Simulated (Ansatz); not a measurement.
# Rb (I4/mmm) in Ansatz: convergence with smearing width

Aim: find how far smearing width must go before the results for Rb settle, at LDA. This setting moves, with any that are tied to it; all else stays.

Program: Ansatz 0.2.0. These are calculated values, not measurements. Logs are shortened: lines on timing, memory, paths and dates and some standing lists are left out, and cuts for length are marked.

## 1. The structure

The structure is tetragonal, space group I4/mmm (No. 139). Conventional cell: a = 5.909 Å, b = 5.909 Å, c = 5.462 Å, α = 90.00°, β = 90.00°, γ = 90.00°.

This isn't the form of Rb at room conditions, which is bcc.

## 2. With smearing width 0.3 eV

The input, input.yaml:

```yaml
crystal:
  lattice:
    - [-2.9545118615, 2.9545118615, 2.7308451955]
    - [2.9545118615, -2.9545118615, 2.7308451955]
    - [2.9545118615, 2.9545118615, -2.7308451955]
  atoms:
    - { symbol: Rb, position: [0.0, 0.0, 0.0] }
kpoints:
  mp_grid: { grid: [7, 7, 7] }
scf:
  occupations: { method: fermi_dirac, width: 0.3 }
hamiltonian:
  xc: lda
  pseudopotentials: { kind: all_electron, lapw: { basis_error: 0.001 } }
output:
  forces: true
  stress: true
  eigenvalues: true
```

Potentials or basis: all-electron LAPW, scalar-relativistic.

Command:

```bash
$ ansatz run input.yaml --threads 1 --pin off --max-ram 3072MiB --backend cpu --events-out ev --progress --plain --runs-dir out
```

The log of the run:

```text
Warning: RAYON_NUM_THREADS=1 ignored (pool sized by the plan → 1); use --threads N
LAPW: plane waves up to 3.551 Å⁻¹, error target 1.0e-3 eV per atom; small_component_spin mean_spin; Rb in spheres of 2.496 Å, 9 of its electrons in bands, Dirac shells [] (how accurate: hamiltonian.pseudopotentials.lapw.basis_error, Limitations)
band count auto-derived: 10 (N_el = 9.0; filled up to band 5; 9 by the electrons, moments and atoms)
Engine: ansatz 0.2.0, aarch64-unknown-linux-gnu
Pseudopotentials: kind: all_electron
Pseudopotential: Rb, LAPW, valence charge 9, lapw/all_electron/scalar/gaussian/Rb, Koelling and Harmon's equation, gaussian nucleus
Functional definition: SPW92
  exchange = slater_x
  correlation = pw_c
Crystal: 1 atoms, lattice volume = 95.352 Å³
Basis set: ecut = 48.04609962736559 eV, 71 PW (Γ), exchange–correlation at level 2
Bands: 10, of which v1, the nominal top of the filled ones, is band 5 counted from 1 (4 counted from 0)
Symmetry: 16 space group operations
Space group: I4/mmm (ITA 139), of the structure as read, at distance tolerance 4.6e-5 Å
k-points: 40 of 343
Non-local potential: Rb, projectors of the file, none
Initial density: superposition of atomic densities (chi_scale 0.1, normalization cell)
Initial wavefunctions: plane waves of lowest kinetic energy (no species holds an atomic orbital)
Functional: x = slater, c = lda
iter 1 solved again at ethr=2.32e-5 eV; its pass at ethr=1.00e-1 eV (dr2=2.09e-3 eV) is discarded
SCF iter   1: F=—  HF=-81026.248277 eV  |F-HF|=—  |Δ(HF+E_count)|=         —  Δρ=9.60e-4  dr2=2.09e-3  ethr=2.32e-5  ⟨swp⟩=4.3  Hψ=3271  notcnv=0
preconditioner: auto → Kerker (q_TF=auto, 1.841 Å⁻¹)  [metal: Δε(μ)=0.058 eV  Ē_g=3.895 eV  σ=0.300 eV  W_gap=0.05  n_scr=12 (ndim 8)  ℏωp=3.8 eV  f_vac=0.000  D(μ)=0.88/eV (n_scr^D=0)]
SCF iter   2: F=—  HF=-81026.247591 eV  |F-HF|=—  |Δ(HF+E_count)|=   6.86e-4  Δρ=6.84e-4  dr2=1.19e-3  ethr=2.32e-5  ⟨swp⟩=2.0  Hψ=1352  notcnv=0
SCF iter   3: F=—  HF=-81026.248093 eV  |F-HF|=—  |Δ(HF+E_count)|=   5.02e-4  Δρ=3.56e-4  dr2=3.91e-4  ethr=1.32e-5  ⟨swp⟩=2.0  Hψ=1352  notcnv=0
SCF iter   4: F=—  HF=-81026.248256 eV  |F-HF|=—  |Δ(HF+E_count)|=   1.62e-4  Δρ=1.88e-4  dr2=1.21e-4  ethr=4.35e-6  ⟨swp⟩=2.0  Hψ=1352  notcnv=0
iter 5 solved again at ethr=1.22e-7 eV; its pass at ethr=1.35e-6 eV (dr2=1.10e-5 eV) is discarded
SCF iter   5: F=—  HF=-81026.248324 eV  |F-HF|=—  |Δ(HF+E_count)|=   6.80e-5  Δρ=5.64e-5  dr2=1.10e-5  ethr=1.22e-7  ⟨swp⟩=2.0  Hψ=2225  notcnv=0
SCF iter   6: F=—  HF=-81026.248323 eV  |F-HF|=—  |Δ(HF+E_count)|=   4.89e-7  Δρ=2.00e-5  dr2=6.96e-7  ethr=1.22e-7  ⟨swp⟩=2.9  Hψ=1425  notcnv=0
SCF iter   7: F=-81026.248324 eV  HF=-81026.248324 eV  |F-HF|=1.67e-8  |Δ(HF+E_count)|=   4.06e-7  Δρ=3.32e-6  dr2=2.74e-8  ethr=7.73e-9  ⟨swp⟩=3.0  Hψ=1462  notcnv=0
SCF 1 converged in 7 iterations: F = -81026.248324 eV  dr2 = 2.74e-8
SCF converged after 7 iterations
Free energy (F): -81026.248324 eV
Harris-Foulkes:  -81026.248324 eV  (|F-HF|=1.67e-8)
Internal energy: -81025.985068 eV  (E = F + TS)
E sigma→0 (E₀):  -81026.116696 eV
Entropy (-TS):   -0.263256 eV (-263.256 meV/atom)
Fermi energy:    2.043413 eV
--- Per-component energies (eV) ---
  E_band       = -117.186711
  E_kinetic    = 83276.023353
  E_xc         = -2645.298460
  E_electrostatic = -161656.709961  (all electrons and nuclei)
  E_smearing   = -0.263256  (= −TS)
  E_closure    = 0.000000  (closes the sum)
  E_atoms      = -81025.091960  (free atoms, spherical and without spin; not in F)
  Σ components = -81026.248324   (vs F -81026.248324, Δ=0.00e0)
  Basis errors (estimates in eV, not in F): energy 2.7e-4 per atom: plane waves 2.6e-4 (1.4e-4 summed), levels above the bands 2.9e-9, relativity 5.0e-10, radial functions 3.6e-6, core shells 3.3e-7; eigenvalues (radial functions only) 7.2e-6; not estimated: angular momenta, meshes, grids; target (lapw.basis_error) 1.0e-3; muffin-tin radii Rb 2.496 Å
--- Forces (eV/Å), atoms counted from 1 ---
  atom   1  Rb    -0.00000000     0.00000000    -0.00000000
  max |Σ_I F_I| component: 6.16e-33 eV/Å
--- Stress (GPa, compression-positive) ---
       -0.426311       0.000000       0.000000
        0.000000      -0.426311      -0.000000
        0.000000      -0.000000      -0.387626
  P = ⅓ Tr σ = -0.4134 GPa (-4.134 kbar)
--- Band table (eV; the first three rows and the last of 40) ---
  k-point 0: bands = ["-26.7833", "-10.8228", "-10.8228", "-10.8220", "0.1882", "5.4112", "5.8068", "5.8068", "6.3170", "6.8580"]
  k-point 1: bands = ["-26.7827", "-10.8389", "-10.8266", "-10.8223", "0.4070", "5.0852", "5.5805", "6.0182", "6.0786", "6.7416"]
  k-point 2: bands = ["-26.7814", "-10.8745", "-10.8369", "-10.8211", "1.0251", "4.1471", "5.1971", "6.1510", "6.6343", "6.6800"]
  k-point 39: bands = ["-26.7776", "-10.8854", "-10.8835", "-10.8707", "3.1542", "3.5367", "4.9044", "4.9604", "5.6691", "6.9789"]
```

Wall time 1.3 s (1 thread of Arm Neoverse V2, shared host); peak memory 0.19 GiB.

Results:

```
Free energy            : -81026.2483 eV
Pressure               : -0.4 GPa
Band gap on the k mesh : none (metal or under the smearing width)
```

## 3. With smearing width 0.2 eV

Edit input.yaml of step 2 so:

```diff
@@ -10,3 +10,3 @@
 scf:
-  occupations: { method: fermi_dirac, width: 0.3 }
+  occupations: { method: fermi_dirac, width: 0.2 }
 hamiltonian:
```

Potentials or basis: all-electron LAPW, scalar-relativistic.

Command:

```bash
$ ansatz run input.yaml --threads 1 --pin off --max-ram 3072MiB --backend cpu --events-out ev --progress --plain --runs-dir out
```

It took 1.3 s on 1 thread of Arm Neoverse V2, shared host; peak memory 0.19 GiB.

Results:

```
Free energy            : -81026.1752 eV
Pressure               : -0.5 GPa
Band gap on the k mesh : none (metal or under the smearing width)
```

## 4. With smearing width 0.15 eV

Edit input.yaml of step 3 so:

```diff
@@ -10,3 +10,3 @@
 scf:
-  occupations: { method: fermi_dirac, width: 0.2 }
+  occupations: { method: fermi_dirac, width: 0.15 }
 hamiltonian:
```

Command:

```bash
$ ansatz run input.yaml --threads 1 --pin off --max-ram 3072MiB --backend cpu --events-out ev --progress --plain --runs-dir out
```

It took 1.2 s on 1 thread of Arm Neoverse V2, shared host; peak memory 0.19 GiB.

Results:

* Free energy: -81026.1498 eV
* Pressure: -0.5 GPa
* Band gap on the k mesh: none (metal or under the smearing width)

## 5. With smearing width 0.1 eV

Edit input.yaml of step 4 so:

```diff
@@ -10,3 +10,3 @@
 scf:
-  occupations: { method: fermi_dirac, width: 0.15 }
+  occupations: { method: fermi_dirac, width: 0.1 }
 hamiltonian:
```

Command:

```bash
$ ansatz run input.yaml --threads 1 --pin off --max-ram 3072MiB --backend cpu --events-out ev --progress --plain --runs-dir out
```

Wall time 1.2 s (1 thread of Arm Neoverse V2, shared host); peak memory 0.19 GiB.

Results:

| Item | Value |
| --- | --- |
| Free energy | -81026.1320 eV |
| Pressure | -0.5 GPa |
| Band gap on the k mesh | none (metal or under the smearing width) |

## 6. With smearing width 0.05 eV

Edit input.yaml of step 5 so:

```diff
@@ -10,3 +10,3 @@
 scf:
-  occupations: { method: fermi_dirac, width: 0.1 }
+  occupations: { method: fermi_dirac, width: 0.05 }
 hamiltonian:
```

Potentials or basis: all-electron LAPW, scalar-relativistic.

Command:

```bash
$ ansatz run input.yaml --threads 1 --pin off --max-ram 3072MiB --backend cpu --events-out ev --progress --plain --runs-dir out
```

It took 1.2 s on 1 thread of Arm Neoverse V2, shared host; peak memory 0.19 GiB.

Results:

```yaml
Free_energy: -81026.1217 eV
Pressure: -0.5 GPa
Band_gap_on_the_k_mesh: none (metal or under the smearing width)
```

## 7. With smearing width 0.025 eV

Edit input.yaml of step 6 so:

```diff
@@ -10,3 +10,3 @@
 scf:
-  occupations: { method: fermi_dirac, width: 0.05 }
+  occupations: { method: fermi_dirac, width: 0.025 }
 hamiltonian:
```

Command:

```bash
$ ansatz run input.yaml --threads 1 --pin off --max-ram 3072MiB --backend cpu --events-out ev --progress --plain --runs-dir out
```

Wall time 1.2 s (1 thread of Arm Neoverse V2, shared host); peak memory 0.19 GiB.

The run converged. Its results:

* Free energy: -81026.1191 eV
* Pressure: -0.5 GPa
* Band gap on the k mesh: none (metal or under the smearing width)

## 8. With smearing width 0.01 eV

Edit input.yaml of step 7 so:

```diff
@@ -10,3 +10,3 @@
 scf:
-  occupations: { method: fermi_dirac, width: 0.025 }
+  occupations: { method: fermi_dirac, width: 0.01 }
 hamiltonian:
```

Command:

```bash
$ ansatz run input.yaml --threads 1 --pin off --max-ram 3072MiB --backend cpu --events-out ev --progress --plain --runs-dir out
```

It took 1.1 s on 1 thread of Arm Neoverse V2, shared host; peak memory 0.19 GiB.

The run converged. Its results:

- Free energy: -81026.1183 eV
- Pressure: -0.5 GPa
- Band gap on the k mesh: none (metal or under the smearing width)

## 9. The series at a glance

```tsv
smearing width	energy less the tightest run, at zero smearing (meV/atom)	pressure (GPa)	SCF cycles	CPU time (s)	peak memory (GiB)
0.3 eV	1.48	-0.41	7	1.2	0.19
0.2 eV	1.37	-0.46	7	1.2	0.19
0.15 eV	0.79	-0.48	7	1.2	0.19
0.1 eV	0.06	-0.49	7	1.2	0.19
0.05 eV	-0.01	-0.50	7	1.2	0.19
0.025 eV	-0.02	-0.50	7	1.2	0.19
0.01 eV	0.00	-0.51	5	1.1	0.19
```

Against the tightest run, the energy stays within 1 meV/atom from 0.15 eV on; the pressure stays within 0.1 GPa from 0.3 eV on. Narrower smearing needs a denser k mesh, so at a fixed mesh the narrowest width isn't the most accurate. The tightest run that finished is the yardstick and may itself not be fully converged.
